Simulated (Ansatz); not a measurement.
# ZnS: a vibration from a frozen displacement

Computed with Ansatz 0.2.0, DFT PBE, scalar-relativistic, plane waves, PAW. Cutoff 420 eV, Γ-centred 6×6×6 k-points, Gaussian smearing of 0.05 eV. No spin polarisation. Energies are free energies at this smearing, counted from the undisturbed cell; pressure is positive in compression.

Reference structure (relaxed at this level):

```yaml
crystal:
  lattice:
    - [5.44313, 0.00000, 0.00000]
    - [0.00000, -5.44313, 0.00000]
    - [0.00000, 0.00000, -5.44313]
  atoms:
    - { symbol: Zn, position: [0.00000, 0.00000, 0.00000] }
    - { symbol: Zn, position: [0.50000, 0.50000, 0.00000] }
    - { symbol: Zn, position: [0.50000, 0.00000, 0.50000] }
    - { symbol: Zn, position: [0.00000, 0.50000, 0.50000] }
    - { symbol: S, position: [0.75000, 0.75000, 0.75000] }
    - { symbol: S, position: [0.25000, 0.25000, 0.75000] }
    - { symbol: S, position: [0.25000, 0.75000, 0.25000] }
    - { symbol: S, position: [0.75000, 0.25000, 0.25000] }
```

Atom 1 (Zn) is moved by x along the Cartesian unit vector (0.707, -0.707, 0.000); the cell and all other atoms stay fixed. The cell's volume is 161.27 Å³; the moved atoms weigh 65.380 u together and the others 324.380 u. Some rows repeat others by symmetry and weren't run.

| x (Å) | ΔE (meV/cell) | total force on the moved atoms along the move (eV/Å) | pressure (GPa) |
| --- | --- | --- | --- |
| -0.3000 | 301.59 | 2.1454 | 0.7974 |
| -0.2625 | 227.27 | 1.8222 | 0.6096 |
| -0.2250 | 164.65 | 1.5210 | 0.4493 |
| -0.1875 | 112.97 | 1.2383 | 0.3155 |
| -0.1500 | 71.58 | 0.9716 | 0.2073 |
| -0.1125 | 39.95 | 0.7174 | 0.1239 |
| -0.0750 | 17.65 | 0.4729 | 0.0648 |
| 0.0000 | 0.00 | 0.0000 | 0.0178 |
| 0.0750 | 17.65 | -0.4729 | 0.0648 |
| 0.1125 | 39.95 | -0.7174 | 0.1239 |
| 0.1500 | 71.58 | -0.9716 | 0.2073 |
| 0.1875 | 112.97 | -1.2383 | 0.3155 |
| 0.2250 | 164.65 | -1.5210 | 0.4493 |
| 0.2625 | 227.27 | -1.8222 | 0.6096 |
| 0.3000 | 301.59 | -2.1454 | 0.7974 |

Problem. What frequency belongs to this motion?

Solution. The force constant is k = −dF/dx = 6.306 eV/Å², from the parabola through x = -0.0750, 0 and 0.0750. In every cell the moved atoms swing against the rest, so the mass is μ = m₁m₂/(m₁ + m₂) = 54.413 u, and ν̃ = 521.5 cm⁻¹ × √(|k|/μ) = 178 cm⁻¹. The pattern needn't be a normal mode: ν̃² is then a weighted mean of the squared nonzero frequencies at the zone centre of this cell, taken without macroscopic field, so it lies between the lowest and the highest of them.

Problem. How far does the harmonic law reach?

Solution. At x = -0.300 Å, kx²/2 = 283.75 meV against the computed 301.59 meV (+6.3 %): the well is still close to harmonic there.

Problem. The pressure changes with x². What does that say about the frequency under compression?

Solution. With E = k(V)x²/2, k ∝ V^(−2γ) and x scaling with the cell as V^(1/3), P − P0 = −∂E/∂V = (2γ − 2/3) ΔE/V. At x = 0.1125 Å, V(P − P0) = 161.27 × 0.10613 / 160.2 eV = 106.83 meV and ΔE = 39.95 meV, so γ = 1/3 + V(P − P0)/(2ΔE) = 1.67. This is the Grüneisen parameter of the motion under uniform scaling of the cell: shrinking the cell evenly by 1 % in volume raises the frequency by about 1.67 %.